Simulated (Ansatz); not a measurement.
Here is an unrelaxed guess for Ba.

Space group P6/mmm (No. 191). a = 6.405 Å, b = 6.405 Å, c = 5.478 Å, α = 90.00°, β = 90.00°, γ = 120.00°
```json
{"atom": "Ba", "site": "2e", "symmetry": "6mm", "x": "0.0000", "y": "0.0000", "z": "0.2667"}
```

Level of theory: DFT PBE, scalar-relativistic, plane waves, PAW (Ansatz 0.2.0). Plane waves to 420 eV, a k mesh through Γ of 3×3×4 on the computed 2-atom cell and Gaussian smearing (0.10 eV); no spin polarisation.

Energies count from the standard state of Ba at the same level.

Q: Estimate its pressure, forces and energy as it stands.

A: The pressure is 4.9 GPa (the mean over three directions, positive in compression), the largest force is 5.33 eV/Å, and the energy is +2.46 eV/atom against the standard state. The shortest distance is 2.56 Å.

Q: How much does it gain on relaxing, and where does it end?

A: Relaxing gains about 2.3 eV/atom (the start's value is from the coarse mesh, so the gain is rough) in 22 ionic steps and ends at +0.17 eV/atom on the finer mesh. The symmetry stays P6/mmm (No. 191). The end has the simple hexagonal type. The volume per atom shrinks by 36.0 %, from 97.3 to 62.3 Å³. The shortest distance goes from 2.56 Å (Ba–Ba) to 3.95 Å (Ba–Ba). Conventional cell: a = 4.271 Å, c = 3.946 Å. Around Ba lie 2 Ba at 3.95 Å and 6 Ba at 4.27 Å.

The last run used an 18×18×14 mesh (in the run's order of axes) for its 1-atom cell and Gaussian smearing of 0.10 eV. The relaxation can't lower the symmetry of the start. Symmetry constrained the relaxation, so the result can be a saddle point.
